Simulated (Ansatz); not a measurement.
CdS: moving S off its site

CdS, F-43m, a = 5.820 Å (as given, not relaxed at this level: 3.3 GPa). This isn't the usual stable structure of the compound. Ansatz: PBE, PAW, 420 eV, Γ-centred 8×8×8 mesh on 2 atoms, Gaussian smearing 0.05 eV; no spin polarisation.

```xyz
2
Lattice="0.0000 2.9100 2.9100 2.9100 0.0000 2.9100 2.9100 2.9100 0.0000" Properties=species:S:1:pos:R:3 pbc="T T T"
Cd    0.0000    0.0000    0.0000
S     4.3650    4.3650    4.3650
```

Atom 2 (S) moves by x along the unit vector (0.000, -0.707, -0.707), with its periodic images; all else is held. y is the free energy of the cell over the start, F the force along the path summed over the moved atoms. Symmetry makes y even in x.

| x (Å) | y (meV) | F (eV/Å) |
| --- | --- | --- |
| -0.3000 | 252.6 | 1.80 |
| -0.1500 | 59.9 | 0.81 |
| 0.0000 | 0.0 | 0.00 |
| 0.0375 | 3.7 | -0.20 |
| 0.0750 | 14.8 | -0.40 |
| 0.1125 | 33.4 | -0.60 |
| 0.1875 | 94.5 | -1.04 |
| 0.2250 | 137.8 | -1.27 |
| 0.2625 | ? | ? |

Fit y = c2 x² + c4 x⁴ to the energies of the other rows, give the force constant, and predict energy and force of the missing row.

Least squares on the rows shown. y = 2612.9 x² + 2152.5 x⁴. The force constant is 2 c2 = 5.23 eV/Å², for the cell as given, at 3.3 GPa (for all images moving together, not for a lone atom). With two atoms in a cubic cell this is the optical mode at Γ without the LO field: ω = 521.5 √(2 c2/μ) = 239 cm⁻¹ for μ = 24.95 u. The force −dy/dx at the missing row is -1.53 eV/Å (computed -1.53). At x = 0.2625 the fit asked for gives 190.3 meV. The run gave 190.3 meV, the same to the digits shown.